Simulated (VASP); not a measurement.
# NaCl (Fm-3m) in VASP: notebook, part 3 of 3

VASP 6.6.1. Earlier steps stand in the parts before.

### 5 Phonons, LDA, target pressure 1.5 GPa, at which the enthalpy is minimised

POSCAR reads:

```
NaCl
1.0
   -0.0000000000      2.7335133267      2.7335133267
    2.7335133267     -0.0000000000      2.7335133267
    2.7335133267      2.7335133267      0.0000000000
  Na              Cl
     1     1
Direct
     1.0000000000000000    0.0000000000000000    0.0000000000000000
     0.5000000000000000    0.5000000000000000    0.5000000000000000
```

INCAR.step1 reads:

```
SYSTEM = NaCl
PREC = Accurate ; ENCUT = 600
EDIFF = 1E-8 ; ISMEAR = 0
SIGMA = 0.03 ; LREAL = .FALSE.
LASPH = .TRUE. ; NELM = 80
ALGO = Fast ; ISIF = 3
LWAVE = .FALSE. ; LCHARG = .FALSE.
PSTRESS = 15.0 ; IBRION = 2
NSW = 40 ; EDIFFG = -0.002
```

INCAR.step2 reads:

```
SYSTEM = NaCl
PREC = Accurate ; ENCUT = 600
EDIFF = 1E-8 ; ISMEAR = 0
SIGMA = 0.03 ; LREAL = .FALSE.
LASPH = .TRUE. ; NELM = 80
ALGO = Fast ; ISIF = 2
LWAVE = .FALSE. ; LCHARG = .FALSE.
PSTRESS = 15.0 ; IBRION = 6
NFREE = 2 ; POTIM = 0.015
NSW = 1
```

KPOINTS reads:

```
Automatic mesh
0
G
  8 8 8
  0 0 0
```

Potentials or basis: VASP PAW LDA potentials, release 64 (Na_pv, Cl).

Started as:

```
> cat potpaw_LDA.64/Na_pv/POTCAR potpaw_LDA.64/Cl/POTCAR > POTCAR
> cp INCAR.step1 INCAR
> mpirun -np 1 vasp_std > vasp.out
> cp CONTCAR POSCAR
> cp INCAR.step2 INCAR
> mpirun -np 1 vasp_std > vasp.out
```

OUTCAR:

```text
SYSTEM = NaCl
   PREC = Accurate
   ENCUT = 600
   EDIFF = 1E-8
   ISMEAR = 0
   LREAL = .FALSE.
   LASPH = .TRUE.
   NELM = 80
   ISIF = 2
   PSTRESS = 15.0
   IBRION = 6
   NFREE = 2
   POTIM = 0.015
   NSW = 1

 ion  position               nearest neighbor table
   1  0.000  0.000  0.000-   2 2.70   2 2.70   2 2.70   2 2.70   2 2.70   2 2.70
   2  0.500  0.500  0.500-   1 2.70   1 2.70   1 2.70   1 2.70   1 2.70   1 2.70

  LATTYP: Found a face centered cubic cell.
 ALAT       =     5.3908245330

  Lattice vectors:

 A1 = (   0.0000000000,   2.6954122665,   2.6954122665)
 A2 = (   2.6954122665,   0.0000000000,   2.6954122665)
 A3 = (   2.6954122665,   2.6954122665,   0.0000000000)

Analysis of symmetry for initial positions (statically):
=====================================================================
 Subroutine PRICEL returns:
 Original cell was already a primitive cell.

 Routine SETGRP: Setting up the symmetry group for a
 face centered cubic supercell.

 Subroutine GETGRP returns: Found 48 space group operations
 (whereof 48 operations were pure point group operations)
 out of a pool of 48 trial point group operations.

The static configuration has the point symmetry O_h .

Analysis of symmetry for dynamics (positions and initial velocities):
=====================================================================
 Subroutine PRICEL returns:
 Original cell was already a primitive cell.

 Routine SETGRP: Setting up the symmetry group for a
 face centered cubic supercell.

 Subroutine GETGRP returns: Found 48 space group operations
[... 320 lines left out ...]
 cond. band min:       5.1841487284   @ k =   0.0000   0.0000   0.0000
 fundamental gap:      5.2631815408
 Fermi energy:         0.0732792775

 k-point     1 :       0.0000    0.0000    0.0000
  band No.  band energies     occupation
      1     -20.6559      2.00000
      2     -20.6558      2.00000
      3     -20.6558      2.00000
      4     -13.0194      2.00000
      5      -0.0791      2.00000
      6      -0.0790      2.00000
      7      -0.0790      2.00000
      8       5.1841      0.00000
      9      10.8764      0.00000
     10      10.8764      0.00000
     11      10.8764      0.00000
[... 309 lines left out ...]
 k-point    24 :      -0.3750    0.2500    0.1250
  band No.  band energies     occupation
      1     -20.7025      2.00000
      2     -20.6712      2.00000
      3     -20.6639      2.00000
      4     -12.4471      2.00000
      5      -2.2169      2.00000
      6      -1.0913      2.00000
      7      -0.6317      2.00000
      8       8.2331      0.00000
      9       9.6240      0.00000
     10      10.4860      0.00000
     11      11.8412      0.00000

 [... further k-points ...]

------------------------ aborting loop because EDIFF is reached ----------------------------------------

  FORCE on cell =-STRESS in cart. coord.  units (eV):
  Direction    XX          YY          ZZ          XY          YZ          ZX
  --------------------------------------------------------------------------------------
  -------------------------------------------------------------------------------------
  Total        0.3639615      0.3601402      0.3601402     -0.0000000      0.0000000      0.0000000
  in kB       14.8888267     14.7325033     14.7325033     -0.0000000      0.0000000      0.0000000
  external PRESSURE =      -0.2153889 kB  Pullay stress =      15.0000000 kB
[... 21 lines left out ...]
  energy  without entropy=       -7.3816557087  energy(sigma->0) =       -7.38165571

  enthalpy is  TOTEN    =        -7.0149765099 eV   P V=        0.3666791988

 INTERNAL STRAIN TENSORS FROM DISPLACED ATOMS
 ============================================

 INTERNAL STRAIN TENSOR FOR ION    1 for displacements in x,y,z  (eV/Angst):
          X           Y           Z          XY          YZ          ZX
  --------------------------------------------------------------------------------
  x     0.00000     0.00000     0.00000     0.00000     0.00000     0.00000
  y     0.00000     0.00000     0.00000     0.00000     0.00000     0.00000
  z     0.00000     0.00000     0.00000     0.00000     0.00000     0.00000

 INTERNAL STRAIN TENSOR FOR ION    2 for displacements in x,y,z  (eV/Angst):
          X           Y           Z          XY          YZ          ZX
  --------------------------------------------------------------------------------
  x     0.00000     0.00000     0.00000     0.00000     0.00000     0.00000
  y     0.00000     0.00000     0.00000     0.00000     0.00000     0.00000
  z     0.00000     0.00000     0.00000     0.00000     0.00000     0.00000

 Eigenvectors and eigenvalues of the dynamical matrix
 ----------------------------------------------------

   1 f  =    6.238264 THz    39.196169 2PiTHz  208.086092 cm-1    25.799376 meV
             X         Y         Z           dx          dy          dz
      0.000000  0.000000  0.000000     0.000000    0.778665    0.000000
      2.695412  2.695412  2.695412     0.000000   -0.627440    0.000000
[... 21 lines left out ...]
   6 f/i=    0.001953 THz     0.012272 2PiTHz    0.065152 cm-1     0.008078 meV
             X         Y         Z           dx          dy          dz
      0.000000  0.000000  0.000000     0.000000    0.000000   -0.627440
      2.695412  2.695412  2.695412     0.000000    0.000000   -0.778665

 ELASTIC MODULI CONTR FROM IONIC RELAXATION (kBar)
 Direction    XX          YY          ZZ          XY          YZ          ZX
 --------------------------------------------------------------------------------
 XX           0.0000      0.0000      0.0000      0.0000      0.0000      0.0000
 YY           0.0000      0.0000      0.0000      0.0000      0.0000      0.0000
 ZZ           0.0000      0.0000      0.0000      0.0000      0.0000      0.0000
 XY           0.0000      0.0000      0.0000      0.0000      0.0000      0.0000
 YZ           0.0000      0.0000      0.0000      0.0000      0.0000      0.0000
 ZX           0.0000      0.0000      0.0000      0.0000      0.0000      0.0000
 --------------------------------------------------------------------------------
```

OUTCAR.step1:

```text
SYSTEM = NaCl
   PREC = Accurate
   ENCUT = 600
   EDIFF = 1E-8
   ISMEAR = 0
   LREAL = .FALSE.
   LASPH = .TRUE.
   NELM = 80
   ISIF = 3
   PSTRESS = 15.0
   IBRION = 2
   NSW = 40
   EDIFFG = -0.002

 ion  position               nearest neighbor table
[... 626 lines left out ...]
 Fermi energy:         0.0703811607

 k-point     1 :       0.0000    0.0000    0.0000
  band No.  band energies     occupation
      1     -20.6563      2.00000
      2     -20.6563      2.00000
      3     -20.6563      2.00000
      4     -13.0194      2.00000
      5      -0.0790      2.00000
      6      -0.0790      2.00000
      7      -0.0790      2.00000
      8       5.1842      0.00000
      9      10.8762      0.00000
     10      10.8762      0.00000
     11      10.8762      0.00000
[... 355 lines left out ...]
  energy  without entropy=       -7.3820554985  energy(sigma->0) =       -7.38205550

  enthalpy is  TOTEN    =        -7.0153762997 eV   P V=        0.3666791988

 reached required accuracy - stopping structural energy minimisation
```

OSZICAR.step1:

```text
N       E                     dE             d eps       ncg     rms          rms(c)
DAV:   1     0.101811332854E+03    0.10181E+03   -0.79463E+03   638   0.144E+03
DAV:   2     0.740254939284E+00   -0.10107E+03   -0.94659E+02   730   0.301E+02
DAV:   3    -0.740031003093E+01   -0.81406E+01   -0.80825E+01   755   0.821E+01
[... 38 lines left out ...]
RMM:   9    -0.738205557056E+01   -0.11847E-07   -0.20327E-07   735   0.530E-03    0.368E-03
RMM:  10    -0.738205552842E+01    0.42140E-07   -0.65212E-08   650   0.314E-03    0.393E-03
RMM:  11    -0.738205553082E+01   -0.23972E-08   -0.21929E-07   645   0.721E-03    0.145E-03
RMM:  12    -0.738205550218E+01    0.28636E-07   -0.51991E-08   593   0.216E-03    0.136E-03
RMM:  13    -0.738205549846E+01    0.37253E-08   -0.29270E-08   519   0.143E-03
   3 F= -.70153763E+01 E0= -.70153763E+01  d E =-.842783E-02
```

Wall time 66 s (1 thread of Intel Xeon 6975P-C (Granite Rapids), shared host); peak memory 0.18 GiB.

What came out:

| Quantity | Value |
| --- | --- |
| Relaxed volume | 19.58 Å³/atom |
| Relaxed cell | a = 3.812 Å, b = 3.812 Å, c = 3.812 Å, α = 60.00°, β = 60.00°, γ = 60.00° |
| Space group after relaxing (to 0.05 Å) | Fm-3m (No. 225) |
| Highest phonon frequency at Γ, LO-TO splitting left out | 208 cm⁻¹ |

Step by step:
```tsv
step	energy change (eV)	largest force (eV/Å)	pressure (GPa)	volume (Å³)
1	0.0000	0.0000	-0.02	40.85
2	0.0032	0.0000	0.95	39.71
3	0.0073	0.0000	1.49	39.17
```

Final structure:
```xyz
2
Lattice="0.0000 2.6954 2.6954 2.6954 0.0000 2.6954 2.6954 2.6954 0.0000" Properties=species:S:1:pos:R:3 pbc="T T T"
Na    0.0000    0.0000    0.0000
Cl    2.6954    2.6954    2.6954
```

Phonon frequencies in cm⁻¹ (negative: imaginary):
| q point | frequencies |
| --- | --- |
| (0.000, 0.000, 0.000) | 0 0 0 208 208 208 |

### 6 Dielectric tensor, LDA

This run uses another cell than the first one, of 19.58 Å³/atom, 0.959 times its volume.

INCAR reads:

```
SYSTEM = NaCl
PREC = Accurate ; ENCUT = 600
EDIFF = 1E-8 ; ISMEAR = 0
SIGMA = 0.03 ; LREAL = .FALSE.
LASPH = .TRUE. ; NELM = 80
ALGO = Fast ; ISIF = 2
LWAVE = .FALSE. ; LCHARG = .FALSE.
LEPSILON = .TRUE.
```

KPOINTS reads:

```
Automatic mesh
0
Monkhorst
  14 14 14
  0 0 0
```

POSCAR reads:

```
NaCl                                    
1.0
    0.0000000000      2.6954122665      2.6954122665
    2.6954122665     -0.0000000000      2.6954122665
    2.6954122665      2.6954122665      0.0000000000
  Na              Cl            
     1     1
Direct
     0.0000000000000000    0.0000000000000000    0.0000000000000000
     0.5000000000000000    0.5000000000000000    0.5000000000000000
```

Potentials or basis: VASP PAW LDA potentials, release 64 (Na_pv, Cl).

Started as:

```
> cat potpaw_LDA.64/Na_pv/POTCAR potpaw_LDA.64/Cl/POTCAR > POTCAR
> mpirun -np 1 vasp_std > vasp.out
```

OUTCAR:

```text
SYSTEM = NaCl
   PREC = Accurate
   ENCUT = 600
   EDIFF = 1E-8
   ISMEAR = 0
   LREAL = .FALSE.
   LASPH = .TRUE.
   NELM = 80
   ISIF = 2
   LEPSILON = .TRUE.

 ion  position               nearest neighbor table
   1  0.000  0.000  0.000-   2 2.70   2 2.70   2 2.70   2 2.70   2 2.70   2 2.70
   2  0.500  0.500  0.500-   1 2.70   1 2.70   1 2.70   1 2.70   1 2.70   1 2.70

  LATTYP: Found a face centered cubic cell.
 ALAT       =     5.3908245330

  Lattice vectors:

 A1 = (   0.0000000000,   2.6954122665,   2.6954122665)
 A2 = (   2.6954122665,   0.0000000000,   2.6954122665)
 A3 = (   2.6954122665,   2.6954122665,   0.0000000000)

Analysis of symmetry for initial positions (statically):
=====================================================================
 Subroutine PRICEL returns:
 Original cell was already a primitive cell.

 Routine SETGRP: Setting up the symmetry group for a
 face centered cubic supercell.

 Subroutine GETGRP returns: Found 48 space group operations
 (whereof 48 operations were pure point group operations)
 out of a pool of 48 trial point group operations.

The static configuration has the point symmetry O_h .

[... 555 lines left out ...]
  ---------------------------------------------------
  free energy    TOTEN  =        -0.20089796 eV

  energy without entropy =       -0.20089796

------------------------ aborting loop because EDIFF is reached ----------------------------------------

 PIEZOELECTRIC TENSOR FIELD DIRECTION 3  (e Angst)
 -----------------------------------------------------------------------------
    -0.00028  0.00000 -0.00000           (  0.00000  0.00000 -0.00000)
     0.00000 -0.00028  0.00000           (  0.00000  0.00000  0.00000)
    -0.00000  0.00000 -0.00019           ( -0.00000  0.00000  0.00000)

 PIEZOELECTRIC TENSOR FIELD DIRECTION 3  (C/m^2)
 -----------------------------------------------------------------------------
    -0.00012  0.00000 -0.00000
     0.00000 -0.00012  0.00000
    -0.00000  0.00000 -0.00008

 MACROSCOPIC STATIC DIELECTRIC TENSOR (including local field effects in DFT)
 ------------------------------------------------------
           2.702792    -0.000000     0.000000
          -0.000000     2.702792    -0.000000
           0.000000    -0.000000     2.702792
 ------------------------------------------------------

 PIEZOELECTRIC TENSOR (including local field effects)  for field in x, y, z        (e  Angst)
          XX          YY          ZZ          XY          YZ          ZX
  --------------------------------------------------------------------------------
  x     0.00000     0.00000     0.00000     0.00000     0.00000     0.00000
  y     0.00000     0.00000     0.00000     0.00000     0.00000     0.00000
  z     0.00000     0.00000     0.00000     0.00000     0.00000     0.00000

 PIEZOELECTRIC TENSOR (including local field effects)  for field in x, y, z        (C/m^2)
          XX          YY          ZZ          XY          YZ          ZX
  --------------------------------------------------------------------------------
  x     0.00000     0.00000     0.00000     0.00000     0.00000     0.00000
  y     0.00000     0.00000     0.00000     0.00000     0.00000     0.00000
  z     0.00000     0.00000     0.00000     0.00000     0.00000     0.00000

 BORN EFFECTIVE CHARGES (including local field effects) (in |e|, cummulative output)
 ---------------------------------------------------------------------------------
 ion    1
    1     1.05733     0.00000     0.00000
    2     0.00000     1.05733     0.00000
    3     0.00000     0.00000     1.05733
 ion    2
    1    -1.05733     0.00000     0.00000
    2     0.00000    -1.05733     0.00000
    3     0.00000     0.00000    -1.05733
```

stdout:

```text
POSCAR found type information on POSCAR NaCl
 POSCAR found :  2 types and       2 ions
 scaLAPACK will be used
 LDA part: xc-table for (Slater(with rela. corr.)+CA(PZ))
 , standard interpolation
 -----------------------------------------------------------------------------
[... 39 lines left out ...]
 dielectric tensor                  component  3 :     0.002    -0.223     2.669
 Linear response to external field, progress :
  Direction:   1
 dielectric tensor                  component  1 :     2.703     0.027    -0.027
 Linear response to external field, progress :
  Direction:   2
 dielectric tensor                  component  2 :     0.027     2.703    -0.027
 Linear response to external field, progress :
  Direction:   3
 dielectric tensor                  component  3 :     0.046    -0.046     2.703
 Born effective charges drift removed
```

It took 15 min on 1 thread of Intel Xeon 6975P-C (Granite Rapids), shared host; peak memory 0.9 GiB.

What came out:

```
Electronic dielectric tensor (diagonal) : 2.70
Born charges (mean of the diagonal)     : Na +1.06; Cl -1.06 e
```

Electronic dielectric tensor:
```
2.70 0.00 0.00
0.00 2.70 0.00
0.00 0.00 2.70
```

Born effective charge tensors (e):
atom 1, Na
```
1.06 0.00 0.00
0.00 1.06 0.00
0.00 0.00 1.06
```
atom 2, Cl
```
-1.06  0.00  0.00
 0.00 -1.06  0.00
 0.00  0.00 -1.06
```

### 7 Against experiment

Step 2. A measured high-frequency dielectric constant of NaCl is 2.34 (80 K; a printed reference work, textbook); the calculated 2.67 misses it by +13.9 %.

Step 4. Measured high-frequency dielectric constant of NaCl: 2.34 (80 K; a printed reference work, textbook). This calculation gives 2.62 (+12.0 %).

Step 6. A measured high-frequency dielectric constant of NaCl is 2.34 (80 K; a printed reference work, textbook); the calculated 2.70 misses it by +15.5 %.
